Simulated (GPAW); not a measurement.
# GaN (P6_3mc) in GPAW: settings compared

The runs below take GaN through single point, with PBE, BLYP.

All numbers are computed with GPAW 26.7.0; they aren't measurements. Logs are shortened: lines on timing, memory, paths and dates and some standing lists are left out, and cuts for length are marked. The log counts tension as positive stress, the text compression.

**What was measured.**

“Studying electronic properties in GaN without electrical contacts using γ-γ vs e−-γ Perturbed Angular Correlations”, 2019, pmc:6823545 quotes, for a bulk crystal of GaN: band gap 3.503 ± 0.005 eV (direct).

The runs below are set against these values where they give the same quantity.

## 1. The crystal as given

Symmetry: P6_3mc, No. 186, hexagonal system. Conventional cell: a = 3.180 Å, b = 3.180 Å, c = 5.166 Å, α = 90.00°, β = 90.00°, γ = 120.00°. Ga (site symmetry 3m) has 4 N at 1.94 to 1.95 Å as nearest neighbours. N (site symmetry 3m) is surrounded by 4 Ga at 1.94 to 1.95 Å.

## 2. Single point, PBE

run.py reads:

```python
from ase.dft.bandgap import bandgap
from ase.io import read, write
from ase.units import GPa
from gpaw import GPAW, PW

atoms = read('GaN.cif')

calc = GPAW(mode=PW(550),
            xc='PBE',
            kpts={'size': (8, 8, 4), 'gamma': True},
            occupations={'name': 'fermi-dirac', 'width': 0.01},
            nbands=18,
            convergence={'density': 1e-05, 'energy': 1e-05},
            maxiter=150,
            txt='gpaw.txt')
atoms.calc = calc
energy = atoms.get_potential_energy()
forces = atoms.get_forces()
stress = atoms.get_stress()
calc.write('gs.gpw')
write('result.traj', atoms)
print(f'Energy: {energy:.6f} eV')
print('Forces (eV/A):')
print(forces.round(4))
print('Stress (GPa):', (stress / GPa).round(3))
print('Fermi level:', round(calc.get_fermi_level(), 4), 'eV')
print(f'Gap: {bandgap(calc)[0]:.4f} eV, direct: {bandgap(calc, direct=True)[0]:.4f} eV')
```

GaN.cif reads:

```cif
data_GaN
_cell_length_a 3.18000000
_cell_length_b 3.18000000
_cell_length_c 5.16600000
_cell_angle_alpha 90.00000000
_cell_angle_beta 90.00000000
_cell_angle_gamma 120.00000000
_space_group_name_H-M_alt 'P1'
_space_group_name_Hall 'P 1'
_space_group_IT_number 1
loop_
_space_group_symop_operation_xyz
'x,y,z'
loop_
_atom_site_label
_atom_site_type_symbol
_atom_site_symmetry_multiplicity
_atom_site_Wyckoff_symbol
_atom_site_fract_x
_atom_site_fract_y
_atom_site_fract_z
_atom_site_occupancy
Ga1 Ga 1 a 0.6666666667 0.3333333333 0.5000000000 1
Ga2 Ga 1 a 0.3333333333 0.6666666667 0.0000000000 1
N1 N 1 a 0.6666666667 0.3333333333 0.8750000000 1
N2 N 1 a 0.3333333333 0.6666666667 0.3750000000 1
```

Potentials or basis: GPAW PAW data sets (gpaw-data 1.2.1), pw.

The run is started by

```
$ OMP_NUM_THREADS=1 python run.py
```

gpaw.txt:

```text
__  _  _
 | _ |_)|_||  |
 |__||  | ||/\| - 26.7.0

Input parameters:
  mode=PW(ecut=550.0),
  convergence={'density': 1e-05, 'energy': 1e-05},
  kpts=MonkhorstPack(size=(8, 8, 4), gamma=True),
  maxiter=150,
  nbands=18,
  occupations=Occupations(name='fermi-dirac', width=0.01),
  xc=XC(name='PBE')

Diagonalizing LCAO Hamiltonian
Converting LCAO to pw mode

           N

           Ga
        N

        Ga

Atoms  # Å, Bohr magnetons
|   | symbol |         x |        y |        z |    initial magnetic moments |
|---|--------|-----------|----------|----------|-----------------------------|
| 0 |     Ga |  1.590000 | 0.917987 | 2.583000 | ( 0.0000,  0.0000,  0.0000) |
| 1 |     Ga | -0.000000 | 1.835974 | 0.000000 | ( 0.0000,  0.0000,  0.0000) |
| 2 |      N |  1.590000 | 0.917987 | 4.520250 | ( 0.0000,  0.0000,  0.0000) |
| 3 |      N | -0.000000 | 1.835974 | 1.937250 | ( 0.0000,  0.0000,  0.0000) |

Unit cell  # Å
| periodic |         x |        y |        z |  lengths |     angles |
|----------|-----------|----------|----------|----------|------------|
|      yes |  3.180000 | 0.000000 | 0.000000 | 3.180000 |  90.000000 |
|      yes | -1.590000 | 2.753961 | 0.000000 | 3.180000 |  90.000000 |
|      yes |  0.000000 | 0.000000 | 5.166000 | 5.166000 | 120.000000 |

Number of symmetries: 6
Symmetry operations  # r_c * U_cc + t_c -> r_c
|   | kind |            matrix            |
|---|------|------------------------------|
| 0 |  σ   |  1, 1, 0,  0,-1, 0,  0, 0, 1 |
| 1 |  E   |  1, 0, 0,  0, 1, 0,  0, 0, 1 |
| 2 |  C3  |  0, 1, 0, -1,-1, 0,  0, 0, 1 |
| 3 |  σ   |  0,-1, 0, -1, 0, 0,  0, 0, 1 |
| 4 |  σ   | -1, 0, 0,  1, 1, 0,  0, 0, 1 |
| 5 |  C3  | -1,-1, 0,  1, 0, 0,  0, 0, 1 |

BZ-sampling:
  Number of BZ points: 256
  Number of IBZ points: 35

  Monkhorst-Pack size: [8, 8, 4]
  Monkhorst-Pack shift: [0.0625, 0.0625, 0.125]

K-points  # in reciprocal-cell coordinates
|     |                                coordinates |     weight |
|-----|--------------------------------------------|------------|
|   0 | (  0.00000000,   0.00000000,   0.00000000) | 0.00390625 |
|   1 | (  0.00000000,   0.00000000,   0.25000000) | 0.00781250 |
|   2 | (  0.00000000,   0.00000000,   0.50000000) | 0.00390625 |
|   3 | (  0.12500000,   0.00000000,  -0.25000000) | 0.02343750 |
|   4 | (  0.12500000,   0.00000000,   0.00000000) | 0.02343750 |
|   5 | (  0.12500000,   0.00000000,   0.25000000) | 0.02343750 |
|   6 | (  0.12500000,   0.00000000,   0.50000000) | 0.02343750 |
|   7 | (  0.25000000,  -0.12500000,   0.00000000) | 0.02343750 |
|   8 | (  0.25000000,  -0.12500000,   0.25000000) | 0.04687500 |
|   9 | (  0.25000000,  -0.12500000,   0.50000000) | 0.02343750 |
| ... |                                            |            |
|  34 | (  0.50000000,   0.50000000,   0.50000000) | 0.01171875 |

Plane wave coefficients: 1344
Cutoff: 550.0 eV

Spin-components: 1 (collinear spins)
Bands:           18
Projectors:      20
Spin-degeneracy: 2
Datatype:        complex128

Density:
  Valence electrons: 16.0
  Components: 1
  Grid points: [18 18 28]
  Charge: 0.0  # |e|

Potential:
  Grid points: [18 18 28]

species:
  Ga:
    name:    Gallium
    Z:       31.0
    valence: 3
    core:    28
    charge:  0.0  # [|e|]
    compensation charges:
      type: gauss
      rc: 0.37  # [Å]
      lmax: 2
    cutoffs:
      filter: 2.06  # [Å]
      core: 4.17  # [Å]
    projectors
    | kind |    occ | energy [eV] | rcut [Å] |
    |------|--------|-------------|----------|
    |   4s |  2.000 |      -8.945 |    1.164 |
    |   4p |  1.000 |      -2.580 |    1.164 |
    |    s |        |      18.266 |    1.164 |
    |    p |        |      24.631 |    1.164 |
    |    d |        |       0.000 |    1.164 |

    Using partial waves for Ga as LCAO basis

  N:
    name:    Nitrogen
    Z:       7.0
    valence: 5
    core:    2
    charge:  0.0  # [|e|]
    compensation charges:
      type: gauss
      rc: 0.18  # [Å]
      lmax: 2
    cutoffs:
      filter: 1.11  # [Å]
      core: 0.96  # [Å]
    projectors
    | kind |    occ | energy [eV] | rcut [Å] |
    |------|--------|-------------|----------|
    |   2s |  2.000 |     -18.583 |    0.603 |
    |   2p |  3.000 |      -7.089 |    0.529 |
    |    s |        |       8.629 |    0.603 |
    |    p |        |      20.123 |    0.529 |
    |    d |        |       0.000 |    0.577 |

    Using partial waves for N as LCAO basis

Reference energy: -108732.786066  # eV

eigensolver:
  PPCG
  Converge bands: occupied
  niter=2

density mixing:
  MSR1-Mixer
  Pratt-step length: 0.05
  Maximum mixing coefficient: 0.75
  Old densities: 10
  SVD Regularization: 0.005
  Good broyden scale: 1.0
  Trust region scale: 1.0
  Backstep threshold: 4.0
  History deletion threshold: 6.0
  Fourier metric: weight=20.0, sigma=0.015

occupation numbers:
  Fermi-Dirac:
    width: 0.0100  # eV

poisson solver:
  ecut: 4400.0  # eV

xc functional:
  name: PBE with 2 nearest neighbor stencil

convergence criteria:
- Maximum integral of absolute [dens]ity change: 1e-05 electrons / valence electron
- Maximum [total energy] change in last 3 cyles: 1e-05 eV / valence electron
- Maximum integral of absolute [eigenst]ate change: 4e-08 eV^2 / valence electron
maximum number of iterations: 150

SCF iterations
|iter     | |      energy | eigst |  dens |
|---------|-|-------------|-------|-------|
|iter:   1| |  -26.976112 | -0.32 |       |
|iter:   2| |  -26.050862 | -1.88 | -0.57 |
|iter:   3| |  -23.506266 | -0.55 | -0.62 |
|iter:   4| |  -23.502220 | -2.99 | -1.31 |
|iter:   5| |  -23.502810 | -3.49 | -1.58 |
|iter:   6| |  -23.502841 | -5.41 | -2.87 |
|iter:   7| |  -23.502863c| -6.19 | -3.19 |
|iter:   8| |  -23.502863c| -7.37 | -4.12 |
|iter:   9| |  -23.502863c| -7.50c| -4.49 |
|iter:  10| |  -23.502863c| -8.07c| -4.98 |
|iter:  11| |  -23.502863c| -9.24c| -5.69c|

Converged in 11 steps
Energy contributions relative to reference atoms: (reference = -108732.786066)

Energy contributions:
  Kinetic:          67.782333
  Coulomb:         -58.321273
  Zero:              0.055913
  External:          0.000000
  Xc:              -33.019836
  Entropy:          -0.000000
  Spinorbit:         0.000000
  ----------------------------
  Free energy:     -23.502863
  Extrapolated:    -23.502863

dipole moment: (-0.000022, -0.000040, -11.573284)  # |e|*Ang

Fermi level: 6.773
Eigenvalues  # (at kpt = [0.000, 0.000, 0.000])
| band index |      eig [eV] | occ [0-2] |
|------------|---------------|-----------|
|          0 |        -9.471 |     2.000 |
|          1 |        -7.098 |     2.000 |
|          2 |        -0.528 |     2.000 |
|          3 |         5.533 |     2.000 |
|          4 |         5.533 |     2.000 |
|          5 |         6.513 |     2.000 |
[... 8 lines left out ...]
|         14 |        18.424 |     0.000 |
|         15 |        18.424 |     0.000 |
|        ... |               |           |
|         17 |        21.836 |     0.000 |

Gap: 2.021 eV
Transition (v -> c):
  (s=0, k=0, n=7, [0.00, 0.00, 0.00]) -> (s=0, k=0, n=8, [0.00, 0.00, 0.00])
No difference between direct/indirect transitions

Forces  # eV/Ang
|       x |       y |        z |
|---------|---------|----------|
| 0.00000 | 0.00000 | -0.18314 |  # Ga   0
| 0.00000 | 0.00000 | -0.18313 |  # Ga   1
| 0.00000 | 0.00000 |  0.18459 |  # N    2
| 0.00000 | 0.00000 |  0.18462 |  # N    3

Stress tensor  # eV/Ang^3
|         x |         y |         z |
|-----------|-----------|-----------|
| -0.030372 |  0.000000 |  0.000000 |
|  0.000000 | -0.030372 |  0.000000 |
|  0.000000 |  0.000000 | -0.044432 |

# Writing to gs.gpw (mode='')
```

stdout:

```text
Energy: -23.502863 eV
Forces (eV/A):
[[ 0.      0.     -0.1831]
 [ 0.      0.     -0.1831]
 [ 0.      0.      0.1846]
 [ 0.      0.      0.1846]]
Stress (GPa): [-4.866 -4.866 -7.119  0.     0.     0.   ]
Fermi level: 6.7734 eV
Gap: 2.0213 eV, direct: 2.0213 eV
```

Wall time 21 s (1 thread of Intel Xeon Platinum 8259CL at 2.50GHz (Skylake/Cascade Lake), shared host); peak memory 0.16 GiB.

These settings aren't checked as converged: the numbers below hold their error.

Results:

```yaml
Free_energy: -23.5029 eV
Pressure: 5.6 GPa
Largest_force: 0.185 eV/Å
Band_gap_on_the_k_mesh: 2.02 eV, direct
```

Caveat: the cutoff is short for stress and forces, so pressures can be off by a GPa or more.

## 3. Single point, BLYP

run.py: that of step 2 with these lines changed.

```diff
@@ -3,8 +3,10 @@
 from ase.units import GPa
-from gpaw import GPAW, PW
+from gpaw import GPAW, PW, setup_paths
 
-atoms = read('GaN.cif')
+setup_paths.insert(0, '.')
 
-calc = GPAW(mode=PW(550),
-            xc='PBE',
+atoms = read('POSCAR')
+
+calc = GPAW(mode=PW(600),
+            xc='BLYP',
             kpts={'size': (8, 8, 4), 'gamma': True},
```

POSCAR reads:

```
GaN
1.0
    3.1800000000      0.0000000000      0.0000000000
   -1.5900000000      2.7539607840      0.0000000000
    0.0000000000      0.0000000000      5.1660000000
Ga N
2 2
Direct
    0.6666666667      0.3333333333      0.5000000000
    0.3333333333      0.6666666667      0.0000000000
    0.6666666667      0.3333333333      0.8750000000
    0.3333333333      0.6666666667      0.3750000000
```

Potentials or basis: PAW data sets generated in the run's folder for this functional, pw.

The run is started by

```
$ gpaw-setup -f BLYP Ga N
$ OMP_NUM_THREADS=1 python run.py
```

Wall time 21 s (1 thread of Arm Neoverse V1, shared host); peak memory 0.16 GiB.

It converged, with:

- Free energy: -21.4302 eV
- Pressure: 14.1 GPa
- Largest force: 0.173 eV/Å
- Band gap on the k mesh: 2.18 eV, direct

Forces in eV/Å, atoms in the order of the input:
```
Ga   0.000  0.000 -0.173
Ga   0.000  0.000 -0.173
N    0.000  0.000  0.169
N    0.000  0.000  0.168
```

Stress tensor (GPa, compression positive):
```
13.23  0.00  0.00
 0.00 13.23  0.00
 0.00  0.00 15.80
```

Levels at points of the mesh, in eV from the valence-band top:
| k point | band 6 | band 7 | band 8 | band 9 | band 10 | band 11 |
| --- | --- | --- | --- | --- | --- | --- |
| (0.00, 0.00, 0.00) | -0.07 | 0.00 | 0.00 | 2.18 | 4.45 | 9.49 |
| (0.00, 0.00, 0.50) | -0.54 | -0.54 | -0.54 | 4.46 | 4.46 | 8.75 |
| (0.50, 0.50, 0.00) | -2.71 | -2.23 | -0.98 | 5.30 | 5.78 | 6.31 |
| (0.50, 0.50, 0.50) | -1.93 | -1.90 | -1.90 | 4.66 | 4.66 | 7.97 |

Caveat: the cutoff is short for stress and forces, so pressures can be off by a GPa or more.

## 4. Against experiment

Step 3. Against the measured gap of GaN, 3.503 eV (direct; quoted in “Studying electronic properties in GaN without electrical contacts using γ-γ vs e−-γ Perturbed Angular Correlations”, 2019, pmc:6823545), the calculated 2.18 eV is off by -1.33 eV. Spin-orbit coupling on Ga is left out. The value is that of BLYP, without temperature or zero-point motion. Semilocal functionals fall short of measured gaps as a rule.
